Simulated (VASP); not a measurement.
# Zn (Fm-3m) in VASP: a series of runs, part 2 of 2

VASP 6.6.1.

## (4) Band structure, TPSS+TS (volume scaled by 0.88)

INCAR reads:

```
SYSTEM = Zn
PREC     = Accurate       ! precision mode
ENCUT    = 520            ! plane-wave cutoff, eV
EDIFF    = 1E-7           ! SCF threshold, eV
ISMEAR   = 1              ! smearing method
SIGMA    = 0.1            ! smearing width, eV
LREAL    = .False.        ! projectors in reciprocal space
LASPH    = .True.         ! aspherical terms in the spheres
NELM     = 100            ! most SCF steps
ALGO     = Normal         ! electronic algorithm
ISIF     = 2              ! what is computed and relaxed
LWAVE    = .False.        ! write WAVECAR
LCHARG   = .False.        ! write CHGCAR
METAGGA  = TPSS           ! meta-GGA
LMIXTAU  = .True.       
IVDW     = 2              ! dispersion correction
```

KPOINTS reads:

```
regular mesh
0
Gamma
  12 12 12
  0 0 0
```

POSCAR reads:

```
Zn
1.0
    0.0000000000      1.8828133482      1.8828133482
    1.8828133482      0.0000000000      1.8828133482
    1.8828133482      1.8828133482      0.0000000000
Zn
1
Cartesian
    0.0000000000      0.0000000000      0.0000000000
```

KPOINTS_OPT reads:

```
path GXWKGLUWLK,UX
20
line-mode
reciprocal
 0.0000000000  0.0000000000  0.0000000000  G
 0.5000000000  0.0000000000  0.5000000000  X

 0.5000000000  0.0000000000  0.5000000000  X
 0.5000000000  0.2500000000  0.7500000000  W

 0.5000000000  0.2500000000  0.7500000000  W
 0.3750000000  0.3750000000  0.7500000000  K

 0.3750000000  0.3750000000  0.7500000000  K
 0.0000000000  0.0000000000  0.0000000000  G

 0.0000000000  0.0000000000  0.0000000000  G
 0.5000000000  0.5000000000  0.5000000000  L

 0.5000000000  0.5000000000  0.5000000000  L
 0.6250000000  0.2500000000  0.6250000000  U

 0.6250000000  0.2500000000  0.6250000000  U
 0.5000000000  0.2500000000  0.7500000000  W

 0.5000000000  0.2500000000  0.7500000000  W
 0.5000000000  0.5000000000  0.5000000000  L

 0.5000000000  0.5000000000  0.5000000000  L
 0.3750000000  0.3750000000  0.7500000000  K

 0.6250000000  0.2500000000  0.6250000000  U
 0.5000000000  0.0000000000  0.5000000000  X
```

Potentials or basis: VASP PAW PBE potentials, release 64 (Zn).

Run with:

```sh
> cat potpaw_PBE.64/Zn/POTCAR > POTCAR
> mpirun -np 1 vasp_std > vasp.out
```

OUTCAR:

```text
SYSTEM = Zn
   PREC = Accurate
   ENCUT = 520
   EDIFF = 1E-7
   ISMEAR = 1
   LREAL = .False.
   LASPH = .True.
   NELM = 100
   ISIF = 2
   METAGGA = TPSS
   IVDW = 2
  IVDW =   2

 ion  position               nearest neighbor table
   1  0.000  0.000  0.000-

  LATTYP: Found a face centered cubic cell.
 ALAT       =     3.7656266964

  Lattice vectors:

 A1 = (   0.0000000000,   1.8828133482,   1.8828133482)
 A2 = (   1.8828133482,   0.0000000000,   1.8828133482)
 A3 = (   1.8828133482,   1.8828133482,   0.0000000000)

Analysis of symmetry for initial positions (statically):
=====================================================================
 Subroutine PRICEL returns:
 Original cell was already a primitive cell.

 Routine SETGRP: Setting up the symmetry group for a
 face centered cubic supercell.

 Subroutine GETGRP returns: Found 48 space group operations
 (whereof 48 operations were pure point group operations)
 out of a pool of 48 trial point group operations.

The static configuration has the point symmetry O_h .

Analysis of symmetry for dynamics (positions and initial velocities):
=====================================================================
 Subroutine PRICEL returns:
 Original cell was already a primitive cell.

 Routine SETGRP: Setting up the symmetry group for a
 face centered cubic supercell.

 Subroutine GETGRP returns: Found 48 space group operations
 (whereof 48 operations were pure point group operations)
 out of a pool of 48 trial point group operations.

The dynamic configuration has the point symmetry O_h .

 Subroutine INISYM returns: Found 48 space group operations
 (whereof 48 operations are pure point group operations),
 and found     1 'primitive' translations

----------------------------------------------------------------------------------------

                                     Primitive cell

  volume of cell :      13.3491

  direct lattice vectors                    reciprocal lattice vectors
     0.000000000  1.882813348  1.882813348    -0.265560046  0.265560046  0.265560046
[... 116 lines left out ...]
 Methfessel and Paxton  Order N= 1 SIGMA  =   0.10
  energy-cutoff  :      520.00
  volume of cell :       13.35
 maximum number of plane-waves:       370
   NGX =  9   NGY =  9   NGZ =  9

 number of electron      12.0000003 magnetization

 Free energy of the ion-electron system (eV)
  ---------------------------------------------------
  ext. energy  EPLUGINS =         0.00000000
  ---------------------------------------------------
  free energy    TOTEN  =        -9.08645215 eV

  energy without entropy =       -9.08655944  energy(sigma->0) =       -9.08648792

 E-fermi :   3.9337     XC(G=0): -12.9061

 val. band max:        3.9287913433   @ k =  -0.4167   0.2500   0.0000
 cond. band min:       4.0928619402   @ k =  -0.4167   0.0833   0.0000
 fundamental gap:      0.1640705969
 Fermi energy:         3.9337377802

 k-point     1 :       0.0000    0.0000    0.0000
  band No.  band energies     occupation
      1      -7.4516      2.00000
      2      -4.2220      2.00000
      3      -4.2220      2.00000
      4      -4.2220      2.00000
      5      -3.7488      2.00000
      6      -3.7488      2.00000
      7      23.6427      0.00000
      8      24.1204      0.00000
      9      24.1206      0.00000
     10      24.1206      0.00000
[... 287 lines left out ...]
 k-point    24 :      -0.4167    0.1667    0.0000
  band No.  band energies     occupation
      1      -4.8735      2.00000
      2      -4.3468      2.00000
      3      -4.0558      2.00000
      4      -3.8221      2.00000
      5      -3.4525      2.00000
      6       1.3581      2.00000
      7       3.7246      2.01177
      8      14.2332      0.00000
      9      18.3232      0.00000
     10      20.4337      0.00000

 [... further k-points ...]

------------------------ aborting loop because EDIFF is reached ----------------------------------------

  Hirshfeld charges:
            ion         q(e)
   ------------------------------
      1     Zn       0.00000000

  Tkatchenko/Scheffler method for vdW energy calculation

  Number of pair interactions contributing to vdW energy:   39038

  Edisp (eV):   -0.56857

  FORCE on cell =-STRESS in cart. coord.  units (eV):
  Direction    XX          YY          ZZ          XY          YZ          ZX
  --------------------------------------------------------------------------------------
  -------------------------------------------------------------------------------------
  Total      -0.23510    -0.23510    -0.23510     0.00000     0.00000    -0.00000
  in kB     -28.21735   -28.21735   -28.21735     0.00000     0.00000    -0.00000
  external pressure =      -28.22 kB  Pullay stress =        0.00 kB

 VOLUME and BASIS-vectors are now :
 -----------------------------------------------------------------------------
  energy-cutoff  :      520.00
  volume of cell :       13.35
      direct lattice vectors                 reciprocal lattice vectors
     0.000000000  1.882813348  1.882813348    -0.265560046  0.265560046  0.265560046
     1.882813348  0.000000000  1.882813348     0.265560046 -0.265560046  0.265560046
     1.882813348  1.882813348  0.000000000     0.265560046  0.265560046 -0.265560046

 POSITION                                       TOTAL-FORCE (eV/Angst)
 -----------------------------------------------------------------------------------
      0.00000      0.00000      0.00000         0.000000     -0.000000     -0.000000
 -----------------------------------------------------------------------------------
    total drift:                                0.000000      0.000000      0.000000

  FREE ENERGIE OF THE ION-ELECTRON SYSTEM (eV)
  ---------------------------------------------------
  free  energy   TOTEN  =        -9.6550206749 eV

  energy  without entropy=       -9.6551279597  energy(sigma->0) =       -9.65505644
```

OSZICAR:

```text
N       E                     dE             d eps       ncg     rms          rms(c)
DAV:   1     0.474930034320E+02    0.47493E+02   -0.91201E+03  1488   0.274E+03
DAV:   2    -0.235928463821E+01   -0.49852E+02   -0.48428E+02  1530   0.328E+02
DAV:   3    -0.533102937302E+01   -0.29717E+01   -0.29658E+01  1920   0.925E+01
[... 28 lines left out ...]
DAV:   4    -0.287081994726E+04   -0.11759E+00     1622
DAV:   5    -0.287082000296E+04   -0.55696E-04     1574
DAV:   6    -0.287082000300E+04   -0.45607E-07     1324
       N       E                     dE             ncg
DAV:   1     0.110987185692E+05   -0.34406E+05     1120
DAV:   2     0.915701955689E+04   -0.19417E+04     1122
DAV:   3     0.912433600270E+04   -0.32684E+02     1278
DAV:   4     0.912428174756E+04   -0.54255E-01     1162
DAV:   5     0.912428172321E+04   -0.24349E-04     1174
DAV:   6     0.912428172319E+04   -0.21268E-07      904
```

stdout:

```text
POSCAR found type information on POSCAR Zn
 POSCAR found :  1 types and       1 ions
 scaLAPACK will be used
 -----------------------------------------------------------------------------
|                                                                             |
|                                                                             |
|     You enforced a specific xc type in the INCAR file but a different       |
|     I HOPE YOU KNOW WHAT YOU ARE DOING!                                     |
|                                                                             |
 -----------------------------------------------------------------------------

 LDA part: xc-table for (None), standard interpolation
 POSCAR, INCAR and KPOINTS ok, starting setup
 FFT: planning ... GRIDC
 FFT: planning ... GRID_SOFT
 FFT: planning ... GRID
 WAVECAR not read
 entering main loop
 augmentation electrons   12.0095149340348
 total        electrons   12.0095149340348
 augmentation electrons   50.8045693506710
 total        electrons   50.8045693506710
 augmentation electrons   7.96307142497527
 soft         electrons   4.04644382221285
 total        electrons   12.0095152471881
 translations:           3           3           3
 Start KPOINTS_OPT (optional k-point list driver)
k-point batch [1-72\200]
k-point batch [73-144\200]
k-point batch [145-200\200]
```

It took 40 s on 1 thread of Intel Xeon 6975P-C (Granite Rapids), shared host; peak memory 0.14 GiB.

Results:

| Quantity | Value |
| --- | --- |
| Free energy | -9.6550 eV |
| Pressure | -2.8 GPa |
| Band gap along the path | none (metal or under the smearing width) |
| Dispersion energy per atom | -0.569 eV |

Levels at the corners of the path, in eV from the Fermi level:
```tsv
point	band 3	band 4	band 5	band 6	band 7	band 8	band 9	band 10
Γ	-8.16	-8.16	-7.68	-7.68	19.71	20.19	20.19	20.19
X	-7.35	-7.24	-7.24	-1.28	2.23	9.16	9.16	12.93
X	-7.35	-7.24	-7.24	-1.28	2.23	9.16	9.16	12.93
W	-8.30	-7.66	-7.24	2.38	2.38	3.97	4.21	23.75
W	-8.30	-7.66	-7.24	2.38	2.38	3.97	4.21	23.73
K	-7.81	-7.58	-7.36	0.72	1.79	3.12	10.88	14.56
K	-7.81	-7.58	-7.36	0.72	1.79	3.12	10.88	14.56
Γ	-8.16	-8.16	-7.68	-7.68	19.71	20.19	20.19	20.19
Γ	-8.16	-8.16	-7.68	-7.68	19.71	20.19	20.19	20.19
L	-8.17	-7.33	-7.33	-3.44	-1.14	16.95	16.95	18.10
L	-8.17	-7.33	-7.33	-3.44	-1.14	16.95	16.95	18.10
U	-7.81	-7.58	-7.36	0.72	1.79	3.12	10.88	14.56
U	-7.81	-7.58	-7.36	0.72	1.79	3.12	10.88	14.56
W	-8.30	-7.66	-7.24	2.38	2.38	3.97	4.21	23.72
W	-8.30	-7.66	-7.24	2.38	2.38	3.97	4.21	23.72
L	-8.17	-7.33	-7.33	-3.44	-1.14	16.95	16.95	18.10
L	-8.17	-7.33	-7.33	-3.44	-1.14	16.95	16.95	18.10
K	-7.81	-7.58	-7.36	0.72	1.79	3.12	10.88	14.56
U	-7.81	-7.58	-7.36	0.72	1.79	3.12	10.88	14.56
X	-7.35	-7.24	-7.24	-1.28	2.23	9.16	9.16	12.93
```

Caveat: atom-pairwise D2, TS and ULG terms overbind metals; the PAW data sets were made with another functional, which shifts forces and pressure a little; pairwise dispersion overbinds metals, which lowers pressure and volume.

## (5) Equation of state, PBE+D2

run.py reads:

```python
from ase.calculators.vasp import Vasp
from ase.eos import EquationOfState
from ase.io import Trajectory
from ase.io import read
from ase.units import GPa

atoms = read('Zn.xyz')
calc = Vasp(
    directory='calc',
    xc='pbe',
    pp='PBE',
    setups='materialsproject',
    prec='Accurate',
    encut=520,
    ediff=1e-06,
    ismear=0,
    sigma=0.1,
    lreal=False,
    lasph=True,
    nelm=100,
    algo='Normal',
    isif=2,
    lwave=False,
    lcharg=False,
    ivdw=1,
    kpts=[12, 12, 12],
    gamma=True,
)
atoms.calc = calc
cell = atoms.cell.copy()
volumes, energies = [], []
traj = Trajectory('eos.traj', 'w')
for x in [0.94, 0.96, 0.98, 1.0, 1.02, 1.04, 1.06]:
    atoms.set_cell(cell * x ** (1 / 3), scale_atoms=True)
    volumes.append(atoms.get_volume())
    energies.append(atoms.get_potential_energy())
    traj.write(atoms)
    print(f'{x:5.2f} {volumes[-1]:12.5f} {energies[-1]:14.6f}')

v0, e0, B = EquationOfState(volumes, energies, eos='birchmurnaghan').fit()
print(f'V0 = {v0:.4f} A^3, E0 = {e0:.6f} eV, B = {B / GPa:.2f} GPa')
```

Zn.xyz reads:

```xyz
1
Lattice="0.0000000000 1.9647760000 1.9647760000 1.9647760000 0.0000000000 1.9647760000 1.9647760000 1.9647760000 0.0000000000" Properties=species:S:1:pos:R:3 pbc="T T T"
Zn     0.0000000000      0.0000000000      0.0000000000
```

Run with:

```sh
> python run.py
```

Wall time 30 s (1 thread of Intel Xeon 6975P-C (Granite Rapids), shared host); peak memory 0.14 GiB.

The run converged. Its results:

| Property | Result |
| --- | --- |
| Equilibrium volume | 14.93 Å³/atom |
| Bulk modulus | 52 GPa |
| Pressure derivative of the bulk modulus | 6.5 |

Energy against volume, from the lowest point:
```csv
volume (Å³/atom),energy (meV/atom)
14.259,5.54
14.563,1.56
14.866,0.00
15.169,0.54
15.473,2.87
15.776,6.73
16.080,11.90
```

## (6) Equation of state, r2SCAN, 13.70 Å³/atom (a relaxed cell with its volume scaled by 0.96)

INCAR reads:

```
  ALGO = Normal
  EDIFF = 1E-7
  ENCUT = 520
  ISIF = 2
  ISMEAR = -1
  LASPH = T
  LCHARG = F
  LMIXTAU = T
  LREAL = F
  LWAVE = F
  METAGGA = R2SCAN
  NELM = 60
  PREC = Accurate
  SIGMA = 0.05
```

KPOINTS reads:

```
k-points
0
Gamma
  10 10 10
```

POSCAR reads:

```
Zn                                      
1.0
    0.0000000000      1.8993727659      1.8993727659
    1.8993727659      0.0000000000      1.8993727659
    1.8993727659      1.8993727659      0.0000000000
  Zn            
     1
Direct
     0.0000000000000000    0.0000000000000000    0.0000000000000000
```

Potentials or basis: VASP PAW PBE potentials, release 64 (Zn).

Run with:

```sh
> cat potpaw_PBE.64/Zn/POTCAR > POTCAR
> mpirun -np 1 vasp_std > vasp.out
```

Run time: 38 s. Hardware: 1 thread of Intel Xeon Platinum 8259CL at 2.50GHz (Skylake/Cascade Lake), shared host; peak memory 0.13 GiB.

Results (log left out):

- Free energy: -8.8659 eV
- Pressure: 4.4 GPa
- Band gap on the k mesh: none (metal or under the smearing width)

Caveat: the PAW data sets were made with another functional, which shifts forces and pressure a little.

## (7) Equation of state, r2SCAN, 13.99 Å³/atom (a relaxed cell with its volume scaled by 0.98)

INCAR is that of step 6.

KPOINTS is that of step 6.

POSCAR reads:

```
Zn                                      
1.0
    0.0000000000      1.9124723024      1.9124723024
    1.9124723024      0.0000000000      1.9124723024
    1.9124723024      1.9124723024      0.0000000000
  Zn            
     1
Direct
     0.0000000000000000    0.0000000000000000    0.0000000000000000
```

Run with:

```sh
> cat potpaw_PBE.64/Zn/POTCAR > POTCAR
> mpirun -np 1 vasp_std > vasp.out
```

It took 32 s on 1 thread of Intel Xeon Platinum 8259CL at 2.50GHz (Skylake/Cascade Lake), shared host; peak memory 0.12 GiB.

Results (log left out):

* Free energy: -8.8713 eV
* Pressure: 2.1 GPa
* Band gap on the k mesh: none (metal or under the smearing width)

Caveat: the PAW data sets were made with another functional, which shifts forces and pressure a little.

## (8) Equation of state, r2SCAN, 14.28 Å³/atom

INCAR is that of step 7.

KPOINTS is that of step 7.

POSCAR reads:

```
Zn                                      
1.0
    0.0000000000      1.9253948045      1.9253948045
    1.9253948045      0.0000000000      1.9253948045
    1.9253948045      1.9253948045      0.0000000000
  Zn            
     1
Direct
     0.0000000000000000    0.0000000000000000    0.0000000000000000
```

Run with:

```sh
> cat potpaw_PBE.64/Zn/POTCAR > POTCAR
> mpirun -np 1 vasp_std > vasp.out
```

Wall time 37 s (1 thread of Intel Xeon Platinum 8259CL at 2.50GHz (Skylake/Cascade Lake), shared host); peak memory 0.13 GiB.

The run converged. Its results:

- Free energy: -8.8730 eV
- Pressure: 0.2 GPa
- Band gap on the k mesh: none (metal or under the smearing width)

Caveat: the PAW data sets were made with another functional, which shifts forces and pressure a little.

## (9) Equation of state, r2SCAN, 14.56 Å³/atom (a relaxed cell with its volume scaled by 1.02)

INCAR is that of step 8.

KPOINTS is that of step 8.

POSCAR reads:

```
Zn                                      
1.0
    0.0000000000      1.9381461351      1.9381461351
    1.9381461351      0.0000000000      1.9381461351
    1.9381461351      1.9381461351      0.0000000000
  Zn            
     1
Direct
     0.0000000000000000    0.0000000000000000    0.0000000000000000
```

Potentials or basis: VASP PAW PBE potentials, release 64 (Zn).

Run with:

```sh
> cat potpaw_PBE.64/Zn/POTCAR > POTCAR
> mpirun -np 1 vasp_std > vasp.out
```

Run time: 33 s. Hardware: 1 thread of Intel Xeon Platinum 8259CL at 2.50GHz (Skylake/Cascade Lake), shared host; peak memory 0.12 GiB.

The run converged. Its results:

```
Free energy            : -8.8714 eV
Pressure               : -1.6 GPa
Band gap on the k mesh : none (metal or under the smearing width)
```

Caveat: the PAW data sets were made with another functional, which shifts forces and pressure a little.

## (10) Equation of state, r2SCAN, 14.85 Å³/atom (a relaxed cell with its volume scaled by 1.04)

INCAR is that of step 9.

KPOINTS is that of step 9.

POSCAR reads:

```
Zn                                      
1.0
    0.0000000000      1.9507318523      1.9507318523
    1.9507318523      0.0000000000      1.9507318523
    1.9507318523      1.9507318523      0.0000000000
  Zn            
     1
Direct
     0.0000000000000000    0.0000000000000000    0.0000000000000000
```

Run with:

```sh
> cat potpaw_PBE.64/Zn/POTCAR > POTCAR
> mpirun -np 1 vasp_std > vasp.out
```

It took 36 s on 1 thread of Intel Xeon Platinum 8259CL at 2.50GHz (Skylake/Cascade Lake), shared host; peak memory 0.14 GiB.

It converged, with:

```yaml
Free_energy: -8.8675 eV
Pressure: -3.0 GPa
Band_gap_on_the_k_mesh: none (metal or under the smearing width)
```

Caveat: the PAW data sets were made with another functional, which shifts forces and pressure a little.

## (11) Equation of state, r2SCAN

This run uses another cell than the first one, of 14.28 Å³/atom, 0.941 times its volume.

Potentials or basis: VASP PAW PBE potentials, release 64 (Zn).

This step only gathers the single runs of the series.

What came out:

```yaml
Equilibrium_volume: "14.27 Å³/atom (rough: see the caveat)"
Bulk_modulus: 87 GPa (rough)
```

Energy against volume, from the lowest point:
```tsv
volume (Å³/atom)	energy (meV/atom)
13.704	7.13
13.990	1.70
14.275	0.00
14.561	1.59
14.846	5.46
```

Caveat: the fit is doubtful: noisy points or a state that changes with volume; the PAW data sets were made with another functional, which shifts forces and pressure a little.
